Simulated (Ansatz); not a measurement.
# InAs (P-6m2) in Ansatz: a series of runs

Aim: see how the results for InAs move with the level of theory and the settings. Levels: PBE, PBEsol. Tasks: phonons.

All numbers are computed with Ansatz 0.2.0; they aren't measurements. Logs are shortened: lines on timing, memory, paths and dates and some standing lists are left out, and cuts for length are marked.

## Step 1: The crystal as given

Symmetry: P-6m2, No. 187, hexagonal system. Conventional cell: a = 4.731 Å, b = 4.731 Å, c = 2.911 Å, α = 90.00°, β = 90.00°, γ = 120.00°. In (site symmetry -6m2) is surrounded by 3 As at 2.73 Å and 2 In at 2.91 Å. As (site symmetry -6m2) is surrounded by 3 In at 2.73 Å and 2 As at 2.91 Å.

The cell was built by a generator and needn't be a form met in nature.

## Step 2: Phonons, PBE

File input.yaml:

```yaml
crystal:
  lattice:
    - [4.73122, 0.0, 0.0]
    - [-2.36561, 4.09736, 0.0]
    - [0.0, 0.0, 2.91089]
  atoms:
    - { symbol: In, position: [0.0, 0.0, 0.0] }
    - { symbol: As, position: [0.66667, 0.33333, 0.0] }
kpoints:
  mp_grid: { grid: [7, 7, 9] }
scf:
  occupations: { method: fermi_dirac, width: 0.05 }
hamiltonian:
  xc: pbe
  pseudopotentials: { kind: all_electron, lapw: { basis_error: 0.002 } }
output: {}
phonons:
  method: fd
  supercell: [1, 1, 1]
```

Potentials or basis: all-electron LAPW, scalar-relativistic.

Launch:

```console
$ ansatz run input.yaml --threads 1 --pin off --max-ram 3072MiB --backend cpu --events-out ev --progress --plain --runs-dir out
```

The log of the run:

```text
Warning: the atoms were moved onto the symmetric positions of the space group found under crystal.symmetry.tolerance 1.0e-5 (fractional; no operation is sought that the atoms, as they stand in a round, miss by more than twice it, and no atom is moved by as much as it), and the run uses the moved positions. Before a round's move an operation carried an atom to 2.37e-5 Å from where it should land, the largest such distance. Atom 1 (counting from 0) moved farthest, by 2.73e-5 Å; the longest move in fractions of the cell, of whichever atom, is 0.47 of the tolerance, in 1 round. To run the atoms as typed, lower crystal.symmetry.tolerance until the operations that they miss are no longer found, or set crystal.symmetry.detect: false (a key that needs symmetry detection or time reversal refuses this as the deck is read). The positions used, in the order of the run's atom list: position: [5.5510939473021013e-17, -1.8503646491007004e-17, 0.0]; position: [0.6666666666666667, 0.3333333333333333, 0.0]; The lattice was moved too: crystal.lattice keeps the space group found at crystal.symmetry.tolerance 1.0e-5 only nearly: the operation that it misses by the most changes a squared length by the fraction 1.39e-6. The run uses the lattice that is a stretch of the typed one, with no rotation, onto the one that keeps every operation to a double's rounding (on a very oblique basis the stretch itself rounds by more); the deck's lattice vector that moved farthest moved by 1.90e-6 Å. To run the lattice as typed, set crystal.symmetry.tolerance under 1.39e-6, the least fraction by which an operation that the lattice misses changes a squared length (the same key also sets how far an atom may lie from its image, so lowering it can lose operations that the atoms keep only within it), or set crystal.symmetry.detect: false, as for the atoms. crystal.lattice made exact, in Å and degrees: [[4.731221898967187, 0.0, 0.0], [-2.3656109494835933, 4.097358355446836, 0.0], [0.0, 0.0, 2.91089]]. Pasted over the deck's crystal.lattice, beside positions in fractional coordinates, it runs the same cell (given as lengths and angles, that cell in the form's own orientation, a rigid turn of the misfit's size from the one run here, for which a checkpoint.post_process_only pass over this run's state can be refused: where this run relaxes nothing, give such a pass this deck's own crystal.lattice, as typed; behind a relaxation, as crystal.lattice, the state's own cell, identity.cell in its checkpoint.json), and a matrix so pasted ends this notice, except on a very skew basis of the lattice, where the rounding of the pasted numbers themselves can read as a misfit: the cell is then moved again, and that move is told again. The lattice as run is in this notice's lattice.as_run_ang field (Run.prep()["deck_notices"] in Python, the deck_notice line of an events file, deck_notices of ansatz run --dry-run=json, or deck_notices in record.json in the deck's checkpoint.write directory).
Warning: RAYON_NUM_THREADS=1 ignored (pool sized by the plan → 1); use --threads N
LAPW: plane waves up to 8.136 Å⁻¹, error target 2.0e-3 eV per atom; small_component_spin mean_spin; As in spheres of 1.279 Å, 23 of its electrons in bands, Dirac shells []; In in spheres of 1.371 Å, 21 of its electrons in bands, Dirac shells [] (how accurate: hamiltonian.pseudopotentials.lapw.basis_error, Limitations)
Engine: ansatz 0.2.0, x86_64-unknown-linux-gnu
Pseudopotentials: kind: all_electron
Pseudopotential: In, LAPW, valence charge 21, lapw/all_electron/scalar/gaussian/In, Koelling and Harmon's equation, gaussian nucleus
Pseudopotential: As, LAPW, valence charge 23, lapw/all_electron/scalar/gaussian/As, Koelling and Harmon's equation, gaussian nucleus
Functional definition: PBE
  parameter kappa = 0.804
  parameter beta = 0.06672455060314922
  exchange = pbe_x(kappa = kappa, mu = beta*pi^2/3)
  correlation = pbe_c(beta = beta)
Crystal: 2 atoms, lattice volume = 56.429 Å³
Basis set: ecut = 252.1973170568307 eV, 511 PW (Γ), exchange–correlation at level 2
Bands: 27, of which v1, the nominal top of the filled ones, is band 22 counted from 1 (21 counted from 0)
Symmetry: 12 space group operations
k-points: 40 of 441 (time reversal used)
Non-local potential: In, projectors of the file, none
Non-local potential: As, projectors of the file, none
Initial density: superposition of atomic densities (chi_scale 0.1, normalization cell, long waves kept (reshape's long-wave potential 0.00 eV rms))
Initial wavefunctions: plane waves of lowest kinetic energy (no species holds an atomic orbital)
Functional: x = pbe(κ = 0.804, μ = 0.2195149727645171), c = pbe(β = 0.06672455060314922)
iter 1 solved again at ethr=8.40e-4 eV; its pass at ethr=1.00e-1 eV (dr2=3.70e-1 eV) is discarded
SCF iter   1: F=—  HF=-221569.639476 eV  |F-HF|=—  |Δ(HF+E_count)|=         —  Δρ=1.84e-2  dr2=3.71e-1  ethr=8.40e-4  ⟨swp⟩=2.4  Hψ=6859  notcnv=0
preconditioner: auto → LDOS  [metal: Δε(μ)=0.069 eV  Ē_g=14.821 eV  σ=0.050 eV  W_gap=0.33  n_scr=8 (ndim 8)  ℏωp=21.0 eV  f_vac=0.157  D(μ)=2.03/eV (n_scr^D=8)  β→1.0]
iter 2 solved again at ethr=4.31e-5 eV; its pass at ethr=8.40e-4 eV (dr2=1.90e-2 eV) is discarded
SCF iter   2: F=—  HF=-221569.553561 eV  |F-HF|=—  |Δ(HF+E_count)|=   8.59e-2  Δρ=4.26e-3  dr2=1.90e-2  ethr=4.31e-5  ⟨swp⟩=2.0  Hψ=5496  notcnv=0
SCF iter   3: F=—  HF=-221569.557727 eV  |F-HF|=—  |Δ(HF+E_count)|=   4.17e-3  Δρ=1.53e-3  dr2=3.68e-3  ethr=4.31e-5  ⟨swp⟩=3.0  Hψ=3422  notcnv=0
SCF iter   4: F=—  HF=-221569.541482 eV  |F-HF|=—  |Δ(HF+E_count)|=   1.62e-2  Δρ=7.80e-4  dr2=7.72e-4  ethr=8.37e-6  ⟨swp⟩=3.0  Hψ=3267  notcnv=0
SCF iter   5: F=—  HF=-221569.541647 eV  |F-HF|=—  |Δ(HF+E_count)|=         —  Δρ=2.03e-4  dr2=3.91e-5  ethr=1.75e-6  ⟨swp⟩=2.9  Hψ=3155  notcnv=0
the basis was enlarged: its passes take 32.0 KiB over the memory plan, 1 of 1 planned eigensolver slots
SCF iter   6: F=—  HF=-221569.541654 eV  |F-HF|=—  |Δ(HF+E_count)|=   7.48e-6  Δρ=7.12e-5  dr2=4.11e-6  ethr=8.88e-8  ⟨swp⟩=3.0  Hψ=3186  notcnv=0
SCF iter   7: F=—  HF=-221569.541645 eV  |F-HF|=—  |Δ(HF+E_count)|=   8.86e-6  Δρ=2.57e-5  dr2=4.39e-7  ethr=9.33e-9  ⟨swp⟩=3.0  Hψ=3228  notcnv=0
SCF iter   8: F=—  HF=-221569.541646 eV  |F-HF|=—  |Δ(HF+E_count)|=   4.33e-7  Δρ=6.03e-6  dr2=3.13e-8  ethr=9.97e-10  ⟨swp⟩=3.0  Hψ=3262  notcnv=0
SCF iter   9: F=—  HF=-221569.541646 eV  |F-HF|=—  |Δ(HF+E_count)|=   1.20e-8  Δρ=1.59e-6  dr2=1.40e-9  ethr=7.12e-11  ⟨swp⟩=3.0  Hψ=3223  notcnv=0
SCF iter  10: F=-221569.541646 eV  HF=-221569.541646 eV  |F-HF|=5.82e-11  |Δ(HF+E_count)|=  9.31e-10  Δρ=3.74e-7  dr2=4.53e-11  ethr=3.24e-12 (applied; sched 3.19e-12)  ⟨swp⟩=3.0  Hψ=3196  notcnv=0
SCF 1 converged in 10 iterations: F = -221569.541646 eV  dr2 = 4.53e-11
Symmetry: 2 space group operations
k-points: 125 of 441 (time reversal used)
Initial density: handed on by an earlier stage of this run
Initial wavefunctions: plane waves of lowest kinetic energy (no species holds an atomic orbital; no wavefunctions were taken with the density)
iter 1 solved again at ethr=1.73e-7 eV; its pass at ethr=1.00e-1 eV (dr2=7.62e-5 eV) is discarded
SCF iter   1: F=—  HF=-221569.541373 eV  |F-HF|=—  |Δ(HF+E_count)|=         —  Δρ=2.37e-4  dr2=6.77e-5  ethr=1.73e-7  ⟨swp⟩=5.0  Hψ=28603  notcnv=0
preconditioner: auto → LDOS  [metal: Δε(μ)=0.008 eV  Ē_g=15.126 eV  σ=0.050 eV  W_gap=0.04  n_scr=8 (ndim 8)  ℏωp=21.0 eV  f_vac=0.191  D(μ)=1.68/eV (n_scr^D=8)  β→1.0]
SCF iter   2: F=—  HF=-221569.541364 eV  |F-HF|=—  |Δ(HF+E_count)|=   8.63e-6  Δρ=1.54e-4  dr2=2.10e-5  ethr=1.54e-7  ⟨swp⟩=3.0  Hψ=10085  notcnv=0
iter 3 solved again at ethr=1.70e-9 eV; its pass at ethr=4.78e-8 eV (dr2=7.49e-7 eV) is discarded
SCF iter   3: F=—  HF=-221569.541355 eV  |F-HF|=—  |Δ(HF+E_count)|=   9.23e-6  Δρ=2.68e-5  dr2=7.42e-7  ethr=1.70e-9  ⟨swp⟩=2.0  Hψ=16766  notcnv=0
SCF iter   4: F=—  HF=-221569.541355 eV  |F-HF|=—  |Δ(HF+E_count)|=   7.30e-8  Δρ=9.05e-6  dr2=4.54e-8  ethr=1.69e-9  ⟨swp⟩=2.2  Hψ=9673  notcnv=0
SCF iter   5: F=—  HF=-221569.541355 eV  |F-HF|=—  |Δ(HF+E_count)|=   2.46e-8  Δρ=2.69e-6  dr2=3.35e-9  ethr=1.03e-10  ⟨swp⟩=3.0  Hψ=10026  notcnv=0
SCF iter   6: F=-221569.541355 eV  HF=-221569.541355 eV  |F-HF|=2.91e-11  |Δ(HF+E_count)|=   3.46e-9  Δρ=4.95e-7  dr2=1.22e-10  ethr=7.62e-12  ⟨swp⟩=3.0  Hψ=10115  notcnv=0
SCF 2 converged in 6 iterations: F = -221569.541355 eV  dr2 = 1.22e-10
Symmetry: 6 space group operations
k-points: 56 of 441 (time reversal used)
iter 1 solved again at ethr=2.97e-8 eV; its pass at ethr=1.00e-1 eV (dr2=1.31e-5 eV) is discarded
SCF iter   1: F=—  HF=-221569.541640 eV  |F-HF|=—  |Δ(HF+E_count)|=         —  Δρ=9.69e-5  dr2=2.50e-6  ethr=2.97e-8  ⟨swp⟩=5.7  Hψ=13273  notcnv=0
preconditioner: auto → LDOS  [metal: Δε(μ)=0.077 eV  Ē_g=15.125 eV  σ=0.050 eV  W_gap=0.33  n_scr=8 (ndim 8)  ℏωp=21.0 eV  f_vac=0.191  D(μ)=1.67/eV (n_scr^D=8)  β→1.0]
iter 2 solved again at ethr=4.49e-10 eV; its pass at ethr=5.69e-9 eV (dr2=1.98e-7 eV) is discarded
SCF iter   2: F=—  HF=-221569.541644 eV  |F-HF|=—  |Δ(HF+E_count)|=   3.98e-6  Δρ=2.04e-5  dr2=1.97e-7  ethr=4.49e-10  ⟨swp⟩=2.0  Hψ=7513  notcnv=0
SCF iter   3: F=—  HF=-221569.541644 eV  |F-HF|=—  |Δ(HF+E_count)|=   9.18e-8  Δρ=9.03e-6  dr2=4.44e-8  ethr=4.47e-10  ⟨swp⟩=3.0  Hψ=4465  notcnv=0
SCF iter   4: F=—  HF=-221569.541644 eV  |F-HF|=—  |Δ(HF+E_count)|=   4.28e-8  Δρ=2.09e-6  dr2=1.45e-9  ethr=1.01e-10  ⟨swp⟩=3.0  Hψ=4446  notcnv=0
SCF iter   5: F=-221569.541644 eV  HF=-221569.541644 eV  |F-HF|=2.91e-11  |Δ(HF+E_count)|=   2.33e-9  Δρ=3.90e-7  dr2=1.03e-10  ethr=3.30e-12  ⟨swp⟩=3.0  Hψ=4571  notcnv=0
SCF 3 converged in 5 iterations: F = -221569.541644 eV  dr2 = 1.03e-10
iter 1 solved again at ethr=3.41e-7 eV; its pass at ethr=1.00e-1 eV (dr2=1.50e-4 eV) is discarded
SCF iter   1: F=—  HF=-221569.541400 eV  |F-HF|=—  |Δ(HF+E_count)|=         —  Δρ=3.16e-4  dr2=1.38e-4  ethr=3.41e-7  ⟨swp⟩=4.8  Hψ=28116  notcnv=0
preconditioner: auto → LDOS  [metal: Δε(μ)=0.008 eV  Ē_g=15.126 eV  σ=0.050 eV  W_gap=0.04  n_scr=8 (ndim 8)  ℏωp=21.0 eV  f_vac=0.190  D(μ)=1.68/eV (n_scr^D=8)  β→1.0]
SCF iter   2: F=—  HF=-221569.541365 eV  |F-HF|=—  |Δ(HF+E_count)|=   3.41e-5  Δρ=1.96e-4  dr2=3.06e-5  ethr=3.14e-7  ⟨swp⟩=3.0  Hψ=10006  notcnv=0
iter 3 solved again at ethr=4.59e-9 eV; its pass at ethr=6.96e-8 eV (dr2=2.02e-6 eV) is discarded
SCF iter   3: F=—  HF=-221569.541355 eV  |F-HF|=—  |Δ(HF+E_count)|=   1.02e-5  Δρ=4.34e-5  dr2=2.01e-6  ethr=4.59e-9  ⟨swp⟩=2.0  Hψ=16849  notcnv=0
SCF iter   4: F=—  HF=-221569.541355 eV  |F-HF|=—  |Δ(HF+E_count)|=   2.90e-7  Δρ=1.25e-5  dr2=1.91e-7  ethr=4.56e-9  ⟨swp⟩=2.0  Hψ=9654  notcnv=0
SCF iter   5: F=—  HF=-221569.541355 eV  |F-HF|=—  |Δ(HF+E_count)|=   3.62e-8  Δρ=4.08e-6  dr2=1.05e-8  ethr=4.34e-10  ⟨swp⟩=2.3  Hψ=9691  notcnv=0
SCF iter   6: F=-221569.541355 eV  HF=-221569.541355 eV  |F-HF|=1.75e-10  |Δ(HF+E_count)|=   7.33e-9  Δρ=8.72e-7  dr2=4.83e-10  ethr=2.39e-11  ⟨swp⟩=3.0  Hψ=9988  notcnv=0
SCF 4 converged in 6 iterations: F = -221569.541355 eV  dr2 = 4.83e-10
iter 1 solved again at ethr=3.26e-8 eV; its pass at ethr=1.00e-1 eV (dr2=1.44e-5 eV) is discarded
SCF iter   1: F=—  HF=-221569.541640 eV  |F-HF|=—  |Δ(HF+E_count)|=         —  Δρ=1.08e-4  dr2=3.56e-6  ethr=3.26e-8  ⟨swp⟩=5.6  Hψ=13221  notcnv=0
SCF iter   2: F=—  HF=-221569.541644 eV  |F-HF|=—  |Δ(HF+E_count)|=   3.66e-6  Δρ=3.05e-5  dr2=4.00e-7  ethr=8.09e-9  ⟨swp⟩=3.0  Hψ=4473  notcnv=0
SCF iter   3: F=—  HF=-221569.541644 eV  |F-HF|=—  |Δ(HF+E_count)|=   5.84e-8  Δρ=9.17e-6  dr2=4.94e-8  ethr=9.10e-10  ⟨swp⟩=3.0  Hψ=4545  notcnv=0
iter 4 solved again at ethr=9.54e-12 eV; its pass at ethr=1.12e-10 eV (dr2=4.20e-9 eV) is discarded
SCF iter   4: F=—  HF=-221569.541644 eV  |F-HF|=—  |Δ(HF+E_count)|=   1.11e-9  Δρ=2.86e-6  dr2=4.20e-9  ethr=9.54e-12  ⟨swp⟩=2.0  Hψ=7480  notcnv=0
SCF iter   5: F=-221569.541644 eV  HF=-221569.541644 eV  |F-HF|=8.73e-10  |Δ(HF+E_count)|=  4.95e-10  Δρ=4.97e-7  dr2=1.53e-10  ethr=9.53e-12  ⟨swp⟩=3.0  Hψ=4465  notcnv=0
SCF 5 converged in 5 iterations: F = -221569.541644 eV  dr2 = 1.53e-10
SCF converged after 10 iterations
Free energy (F): -221569.541646 eV
Harris-Foulkes:  -221569.541646 eV  (|F-HF|=5.82e-11)
Internal energy: -221569.527531 eV  (E = F + TS)
E sigma→0 (E₀):  -221569.534588 eV
Entropy (-TS):   -0.014115 eV (-7.058 meV/atom)
Fermi energy:    9.671140 eV
--- Per-component energies (eV) ---
  E_band       = -1932.312340
  E_kinetic    = 230885.151348
  E_xc         = -6634.600828
  E_electrostatic = -445820.078051  (all electrons and nuclei)
  E_smearing   = -0.014115  (= −TS)
  E_closure    = 0.000000  (closes the sum)
  E_atoms      = -221562.685075  (free atoms, spherical and without spin; not in F)
  Σ components = -221569.541646   (vs F -221569.541646, Δ=0.00e0)
  Basis errors (estimates in eV, not in F): energy 8.1e-4 per atom: plane waves 7.4e-4 (4.4e-4 summed), levels above the bands 2.5e-59, relativity 8.6e-8, radial functions 6.3e-5, core shells 2.5e-7; eigenvalues (radial functions only) 1.1e-6; not estimated: angular momenta, meshes, grids; target (lapw.basis_error) 2.0e-3; muffin-tin radii As 1.279 Å, In 1.371 Å
--- Forces (eV/Å), atoms counted from 1 ---
  atom   1  In     0.00000000    -0.00000000     0.00000000
  atom   2  As     0.00000000    -0.00000000     0.00000000
  max |Σ_I F_I| component: 1.62e-17 eV/Å
--- Band table (eV; the first three rows and the last of 40) ---
  k-point 0: bands = ["-175.5982", "-119.0276", "-118.9409", "-118.9409", "-105.7149", "-64.1990", "-64.1893", "-64.1893", "-26.0664", "-26.0123", "-26.0123", "-25.9607", "-25.9607", "-5.3288", "-4.8503", "-4.8503", "-4.5962", "-4.5962", "-2.5803", "5.6535", "7.2388", "7.2388", "11.8070", "11.8070", "13.8096", "15.0858", "19.3360"]
  k-point 1: bands = ["-175.5982", "-119.0276", "-118.9409", "-118.9409", "-105.7148", "-64.2022", "-64.1891", "-64.1891", "-26.0610", "-26.0139", "-26.0139", "-25.9605", "-25.9605", "-5.2380", "-4.8437", "-4.8437", "-4.6393", "-4.6393", "-2.3823", "5.8475", "7.4208", "7.4208", "12.0357", "12.0357", "12.0948", "15.2841", "20.0258"]
  k-point 2: bands = ["-175.5982", "-119.0278", "-118.9409", "-118.9409", "-105.7143", "-64.2103", "-64.1885", "-64.1885", "-26.0476", "-26.0178", "-26.0178", "-25.9602", "-25.9602", "-5.0079", "-4.8271", "-4.8271", "-4.7460", "-4.7460", "-1.8027", "6.4219", "7.9304", "7.9304", "9.3911", "12.6987", "12.6987", "15.8010", "17.2525"]
  k-point 39: bands = ["-175.5982", "-119.0280", "-118.9409", "-118.9409", "-105.7134", "-64.2256", "-64.1874", "-64.1874", "-26.0254", "-26.0253", "-26.0220", "-25.9596", "-25.9595", "-4.9558", "-4.9459", "-4.8344", "-4.7669", "-4.4920", "0.4090", "5.7315", "6.0380", "7.7380", "8.9383", "13.6979", "13.8648", "15.7313", "18.0342"]
--- Phonons: 4 displaced members + reference (amplitude 0.01 Å, Σ member SCF iterations 22) ---
  symmetry images taken by strict's conditions (phonons.symmetry_images: auto; settled by no image being taken that strict refuses)
  ASR residual: 6.683e-4 → 0.000e0 eV/Å²; symmetrization residual: 1.755e-4 eV/Å²
  largest component of a force at the reference: 9.3e-18 eV/Å
  ASR residual per site (eV/Å²): 7.12e-5 6.68e-4
  Γ frequencies (cm⁻¹): 0.00 0.00 0.00 16.79 186.85 186.85
  density of states and harmonic sums: on the 15×15×21 q-mesh, interpolated from the force constants of a 1×1×1 supercell (no non-analytic term)
  largest difference from the sums on the solved wave vectors: F 8.01e-1 eV, S 1.06e-3 and C_V 2.57e-4 eV/K
  zero-point energy: 0.032169 eV/cell   skipped modes (ω ≤ 0): 33, of them read as no rigid motion or as one in doubt: 30 (1.270e-2 modes/cell left out, lowest 0.00 cm⁻¹)   left out of the sums: 2.22e-3 of the cell's modes: C_V's classical limit lies that fraction below 3 k_B per atom; for a crystal, a wire or a layer, F and S can be off by more, and a phonons.interpolated_qmesh denser along its periods is the remedy for the sampling
```

Wall time 4.9 min (1 thread of Intel Xeon at 2.50GHz (Skylake/Cascade Lake), shared host); peak memory 0.52 GiB.

Results:

```yaml
Free_energy: -221569.5416 eV
Band_gap_on_the_k_mesh: none (metal or under the smearing width)
Highest_phonon_frequency_at_Γ: 187 cm⁻¹
```

Phonon frequencies in cm⁻¹ (negative: imaginary):
```csv
q point,frequencies
"(0.000, 0.000, 0.000)",0 0 0 17 187 187
```

Caveat: a metal's response needs a denser mesh.

(Part 1 of 2 ends here.)
